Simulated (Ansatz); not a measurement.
# HfO2: the cost of one run

Computed with Ansatz 0.2.0 (DFT PBE, scalar-relativistic, plane waves, PAW, unless a step's input says otherwise).

### 1 Starting point

It takes space group P2_1/c (No. 14, monoclinic). The conventional cell has a = 5.118 Å, b = 5.186 Å, c = 5.284 Å, α = 90.00°, β = 99.35°, γ = 90.00°. Hf (site symmetry 1) is surrounded by 7 O at 2.03 to 2.25 Å. O (site symmetry 1) is surrounded by 4 Hf at 2.14 to 2.25 Å. O (site symmetry 1) is surrounded by 3 Hf at 2.03 to 2.12 Å.

Structure file:

```
Hf O
1.0
     4.25934   -5.18570    5.21387
    -4.25934   -5.18570   -5.21387
     5.97666    5.18570   -5.21387
Hf O
16 32
Direct
  0.11790 0.87615 0.03375
  0.11790 0.37615 0.53375
  0.61790 0.37615 0.03375
  0.61790 0.87615 0.53375
  0.59240 0.58415 0.71625
  0.59240 0.08415 0.21625
  0.09240 0.08415 0.71625
  0.09240 0.58415 0.21625
  0.38210 0.12385 0.46625
  0.38210 0.62385 0.96625
  0.88210 0.62385 0.46625
  0.88210 0.12385 0.96625
  0.90760 0.41585 0.78375
  0.90760 0.91585 0.28375
  0.40760 0.91585 0.78375
  0.40760 0.41585 0.28375
  0.34530 0.88090 0.98430
  0.34530 0.38090 0.48430
  0.84530 0.38090 0.98430
  0.84530 0.88090 0.48430
  0.14660 0.86100 0.26570
  0.14660 0.36100 0.76570
  0.64660 0.36100 0.26570
  0.64660 0.86100 0.76570
  0.15470 0.11910 0.51570
  0.15470 0.61910 0.01570
  0.65470 0.61910 0.51570
  0.65470 0.11910 0.01570
  0.35340 0.13900 0.23430
  0.35340 0.63900 0.73430
  0.85340 0.63900 0.23430
  0.85340 0.13900 0.73430
  0.87130 0.66085 0.86375
  0.87130 0.16085 0.36375
  0.37130 0.16085 0.86375
  0.37130 0.66085 0.36375
  0.54710 0.50755 0.88625
  0.54710 0.00755 0.38625
  0.04710 0.00755 0.88625
  0.04710 0.50755 0.38625
  0.62870 0.33915 0.63625
  0.62870 0.83915 0.13625
  0.12870 0.83915 0.63625
  0.12870 0.33915 0.13625
  0.95290 0.49245 0.61375
  0.95290 0.99245 0.11375
  0.45290 0.99245 0.61375
  0.45290 0.49245 0.11375
```

The runs take a perfect supercell of 48 atoms; the defect goes to fractional position (0.500, 0.750, 0.250).

### 2 The perfect supercell

File input.yaml:

```yaml
crystal:
  lattice:
    - [4.259337, -5.1857, 5.213867]
    - [-4.259337, -5.1857, -5.213867]
    - [5.976663, 5.1857, -5.213867]
  atoms:
    - { symbol: Hf, position: [0.1179, 0.87615, 0.03375] }
    - { symbol: Hf, position: [0.1179, 0.37615, 0.53375] }
    - { symbol: Hf, position: [0.6179, 0.37615, 0.03375] }
    - { symbol: Hf, position: [0.6179, 0.87615, 0.53375] }
    - { symbol: Hf, position: [0.5924, 0.58415, 0.71625] }
    - { symbol: Hf, position: [0.5924, 0.08415, 0.21625] }
    - { symbol: Hf, position: [0.0924, 0.08415, 0.71625] }
    - { symbol: Hf, position: [0.0924, 0.58415, 0.21625] }
    - { symbol: Hf, position: [0.3821, 0.12385, 0.46625] }
    - { symbol: Hf, position: [0.3821, 0.62385, 0.96625] }
    - { symbol: Hf, position: [0.8821, 0.62385, 0.46625] }
    - { symbol: Hf, position: [0.8821, 0.12385, 0.96625] }
    - { symbol: Hf, position: [0.9076, 0.41585, 0.78375] }
    - { symbol: Hf, position: [0.9076, 0.91585, 0.28375] }
    - { symbol: Hf, position: [0.4076, 0.91585, 0.78375] }
    - { symbol: Hf, position: [0.4076, 0.41585, 0.28375] }
    - { symbol: O, position: [0.3453, 0.8809, 0.9843] }
    - { symbol: O, position: [0.3453, 0.3809, 0.4843] }
    - { symbol: O, position: [0.8453, 0.3809, 0.9843] }
    - { symbol: O, position: [0.8453, 0.8809, 0.4843] }
    - { symbol: O, position: [0.1466, 0.861, 0.2657] }
    - { symbol: O, position: [0.1466, 0.361, 0.7657] }
    - { symbol: O, position: [0.6466, 0.361, 0.2657] }
    - { symbol: O, position: [0.6466, 0.861, 0.7657] }
    - { symbol: O, position: [0.1547, 0.1191, 0.5157] }
    - { symbol: O, position: [0.1547, 0.6191, 0.0157] }
    - { symbol: O, position: [0.6547, 0.6191, 0.5157] }
    - { symbol: O, position: [0.6547, 0.1191, 0.0157] }
    - { symbol: O, position: [0.3534, 0.139, 0.2343] }
    - { symbol: O, position: [0.3534, 0.639, 0.7343] }
    - { symbol: O, position: [0.8534, 0.639, 0.2343] }
    - { symbol: O, position: [0.8534, 0.139, 0.7343] }
    - { symbol: O, position: [0.8713, 0.66085, 0.86375] }
    - { symbol: O, position: [0.8713, 0.16085, 0.36375] }
    - { symbol: O, position: [0.3713, 0.16085, 0.86375] }
    - { symbol: O, position: [0.3713, 0.66085, 0.36375] }
    - { symbol: O, position: [0.5471, 0.50755, 0.88625] }
    - { symbol: O, position: [0.5471, 0.00755, 0.38625] }
    - { symbol: O, position: [0.0471, 0.00755, 0.88625] }
    - { symbol: O, position: [0.0471, 0.50755, 0.38625] }
    - { symbol: O, position: [0.6287, 0.33915, 0.63625] }
    - { symbol: O, position: [0.6287, 0.83915, 0.13625] }
    - { symbol: O, position: [0.1287, 0.83915, 0.63625] }
    - { symbol: O, position: [0.1287, 0.33915, 0.13625] }
    - { symbol: O, position: [0.9529, 0.49245, 0.61375] }
    - { symbol: O, position: [0.9529, 0.99245, 0.11375] }
    - { symbol: O, position: [0.4529, 0.99245, 0.61375] }
    - { symbol: O, position: [0.4529, 0.49245, 0.11375] }
basis:
  ecutwfc: 420
  fft_grid_basis: typed
kpoints:
  mp_grid: { grid: [2, 2, 2] }
hamiltonian:
  xc: pbe
  pseudopotentials: { kind: paw }
scf:
  occupations: { method: gaussian, width: 0.05 }
output:
  forces: true
  stress: false
  eigenvalues: true
  bader: false
  write_density: true
  volumetric_format: npy
```

Launch:

```
$ ansatz run input.yaml --threads 4 --pin off --max-ram 10240MiB --backend cpu --events-out ev --progress --plain --runs-dir out
```

Q: Estimate wall time and peak memory on 4 threads of Intel Xeon Platinum 8175M at 2.50GHz (Skylake/Cascade Lake), shared host.

About 34 s, with a peak of 3.9 GiB.
